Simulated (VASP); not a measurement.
Input of a VASP 6.6.1 run:

POSCAR

```
NaH
1.0
    0.0000000000      2.4400000000      2.4400000000
    2.4400000000      0.0000000000      2.4400000000
    2.4400000000      2.4400000000      0.0000000000
Na H
1 1
Direct
    0.0000000000      0.0000000000      0.0000000000
    0.5000000000      0.5000000000      0.5000000000
```

File INCAR.step1:

```
PREC     = Accurate       # precision mode
ENCUT    = 520            # plane-wave cutoff, eV
EDIFF    = 1E-5           # SCF threshold, eV
ISMEAR   = 0              # smearing method
SIGMA    = 0.02           # smearing width, eV
LREAL    = False          # projectors in reciprocal space
LASPH    = True           # aspherical terms in the spheres
NELM     = 80             # most SCF steps
ALGO     = Normal         # electronic algorithm
ISIF     = 2              # what is computed and relaxed
LWAVE    = True           # write WAVECAR
LCHARG   = False          # write CHGCAR
GGA      = PE             # functional
KPAR     = 4
```

INCAR.step2

```
PREC     = Accurate       # precision mode
ENCUT    = 520            # plane-wave cutoff, eV
EDIFF    = 1E-7           # SCF threshold, eV
ISMEAR   = 0              # smearing method
SIGMA    = 0.02           # smearing width, eV
LREAL    = False          # projectors in reciprocal space
LASPH    = True           # aspherical terms in the spheres
NELM     = 80             # most SCF steps
ALGO     = Normal         # electronic algorithm
ISIF     = 2              # what is computed and relaxed
LWAVE    = False          # write WAVECAR
LCHARG   = False          # write CHGCAR
GGA      = PE             # functional
LHFCALC  = True           # exact exchange
HFSCREEN = 0.3            # screening, 1/A
PRECFOCK = Fast         
ISTART   = 1            
KPAR     = 4
```

Contents of KPOINTS:

```
regular mesh
0
Gamma
  6 6 6
```

KPOINTS_OPT

```
path GXWKGLUWLK,UX
8
line-mode
reciprocal
 0.0000000000  0.0000000000  0.0000000000  G
 0.5000000000  0.0000000000  0.5000000000  X

 0.5000000000  0.0000000000  0.5000000000  X
 0.5000000000  0.2500000000  0.7500000000  W

 0.5000000000  0.2500000000  0.7500000000  W
 0.3750000000  0.3750000000  0.7500000000  K

 0.3750000000  0.3750000000  0.7500000000  K
 0.0000000000  0.0000000000  0.0000000000  G

 0.0000000000  0.0000000000  0.0000000000  G
 0.5000000000  0.5000000000  0.5000000000  L

 0.5000000000  0.5000000000  0.5000000000  L
 0.6250000000  0.2500000000  0.6250000000  U

 0.6250000000  0.2500000000  0.6250000000  U
 0.5000000000  0.2500000000  0.7500000000  W

 0.5000000000  0.2500000000  0.7500000000  W
 0.5000000000  0.5000000000  0.5000000000  L

 0.5000000000  0.5000000000  0.5000000000  L
 0.3750000000  0.3750000000  0.7500000000  K

 0.6250000000  0.2500000000  0.6250000000  U
 0.5000000000  0.0000000000  0.5000000000  X
```

Potentials or basis: VASP PAW PBE potentials, release 64 (Na_pv, H).

Launch:

```sh
$ cat potpaw_PBE.64/Na_pv/POTCAR potpaw_PBE.64/H/POTCAR > POTCAR
$ cp INCAR.step1 INCAR
$ mpirun -np 4 vasp_std > vasp.out
$ cp INCAR.step2 INCAR
$ mpirun -np 4 vasp_std > vasp.out
```

Predict the pressure.

-1.0 GPa.

What does it give for the band gap on the k mesh?

4.57 eV, indirect (least direct gap 5.43 eV).

What does it give for the band gap along the path?

4.52 eV, indirect (least direct gap 5.43 eV).

Levels at the corners of the path, in eV from the valence-band top:
```csv
point,band 1,band 2,band 3,band 4,band 5,band 6,band 7,band 8
Γ,-24.41,-24.41,-24.41,-3.79,11.41,16.50,16.50,16.50
X,-24.47,-24.43,-24.43,-0.17,5.38,10.89,11.52,11.52
X,-24.47,-24.43,-24.43,-0.17,5.38,10.89,11.52,11.52
W,-24.45,-24.45,-24.43,0.00,6.81,6.81,9.20,17.34
W,-24.45,-24.45,-24.43,0.00,6.81,6.81,9.20,17.34
K,-24.46,-24.45,-24.43,-0.12,6.10,7.16,12.13,12.67
K,-24.46,-24.45,-24.43,-0.12,6.10,7.16,12.13,12.67
Γ,-24.41,-24.41,-24.41,-3.79,11.41,16.50,16.50,16.50
Γ,-24.41,-24.41,-24.41,-3.79,11.41,16.50,16.50,16.50
L,-24.48,-24.42,-24.42,-0.91,4.52,11.68,14.32,14.32
L,-24.48,-24.42,-24.42,-0.91,4.52,11.68,14.32,14.32
U,-24.46,-24.45,-24.43,-0.12,6.10,7.16,12.13,12.67
U,-24.46,-24.45,-24.43,-0.12,6.10,7.16,12.13,12.67
W,-24.45,-24.45,-24.43,0.00,6.81,6.81,9.20,17.34
W,-24.45,-24.45,-24.43,0.00,6.81,6.81,9.20,17.34
L,-24.48,-24.42,-24.42,-0.91,4.52,11.68,14.32,14.32
L,-24.48,-24.42,-24.42,-0.91,4.52,11.68,14.32,14.32
K,-24.46,-24.45,-24.43,-0.12,6.10,7.16,12.13,12.67
U,-24.46,-24.45,-24.43,-0.12,6.10,7.16,12.13,12.67
X,-24.47,-24.43,-24.43,-0.17,5.38,10.89,11.52,11.52
```

Caveat: the PAW data sets were made with another functional, which shifts forces and pressure a little.
